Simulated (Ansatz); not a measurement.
# What a change of settings does to a run on Be

The cell comes from COD entry 9012017, which wasn't checked; take it as a given geometry. It was measured hot, at 658 K.

First run: DFT, PBE, all-electron LAPW, non-relativistic (Ansatz 0.2.0).

Command: `ansatz run input.yaml --threads 1 --pin off --max-ram 2048MiB --backend cpu --events-out ev --progress --plain --runs-dir out` The run took 6.6 s on 1 thread of Intel(R) Xeon(R) Platinum 8259CL CPU @ 2.50GHz (Skylake/Cascade Lake) (shared host), peak memory 0.29 GiB.

```yaml
crystal:
  lattice:
    - [2.2995019849, 0.0, 0.0]
    - [-1.1497509925, 1.991427135, 0.0]
    - [0.0, 0.0, 3.6009]
  atoms:
    - { symbol: Be, position: [0.3333333333, 0.6666666667, 0.25] }
    - { symbol: Be, position: [0.6666666667, 0.3333333333, 0.75] }
kpoints:
  mp_grid: { grid: [20, 20, 11] }
  band_path:
    path:
      - [0.0, 0.0, 0.0]
      - [0.5, 0.0, 0.0]
      - [0.3333333333, 0.3333333333, 0.0]
      - [0.0, 0.0, 0.0]
      - [0.0, 0.0, 0.5]
      - [0.5, 0.0, 0.5]
      - [0.3333333333, 0.3333333333, 0.5]
      - [0.0, 0.0, 0.5]
      - [0.5, 0.0, 0.5]
    npoints: 5
scf:
  occupations: { method: fermi_dirac, width: 0.05 }
hamiltonian:
  xc: pbe
  pseudopotentials:
    kind: all_electron
    lapw: { basis_error: 0.001 }
    relativity: none
output:
  forces: true
  stress: true
  eigenvalues: true
```

Result: converged; pressure -4.70 GPa; no gap on the k mesh; 5 SCF iterations.

A second input differs as follows:

```diff
@@ -1,7 +1,7 @@
 crystal:
   lattice:
-    - [2.2995019849, 0.0, 0.0]
-    - [-1.1497509925, 1.991427135, 0.0]
-    - [0.0, 0.0, 3.6009]
+    - [4.34542892, 0.0, 0.0]
+    - [-2.17271446, 3.76325183, 0.0]
+    - [0.0, 0.0, 6.80471471]
   atoms:
     - { symbol: Be, position: [0.3333333333, 0.6666666667, 0.25] }
@@ -23,4 +23,5 @@
 scf:
   occupations: { method: fermi_dirac, width: 0.05 }
+  max_iter: 50
 hamiltonian:
   xc: pbe
```

Q: What is wrong with it, and what does the program do?

A: The fault is a lattice typed in bohr. The run converged; pressure -1.61 GPa; gap on the k mesh 0.98 eV (the mesh can miss the band edges); 4 SCF iterations. The numbers describe a strongly squeezed or stretched cell, not the crystal at ambient pressure. The log ends:
```
  P = ⅓ Tr σ = -1.6075 GPa (-16.075 kbar)
--- Band table (eV; the first three rows and the last of 264) ---
  k-point 0: bands = ["-104.1159", "-104.1159", "-5.0467", "-3.0503", "-1.4677", "1.8661", "1.8661", "2.3375"]
  k-point 1: bands = ["-104.1159", "-104.1159", "-5.0246", "-3.1623", "-1.3236", "1.8754", "1.8754", "2.3279"]
  k-point 2: bands = ["-104.1159", "-104.1159", "-4.9584", "-3.4177", "-0.9725", "1.9027", "1.9027", "2.2577"]
  k-point 263: bands = ["-104.1159", "-104.1159", "-2.7221", "-2.6922", "-0.8480", "-0.8118", "-0.3347", "-0.1341"]
```
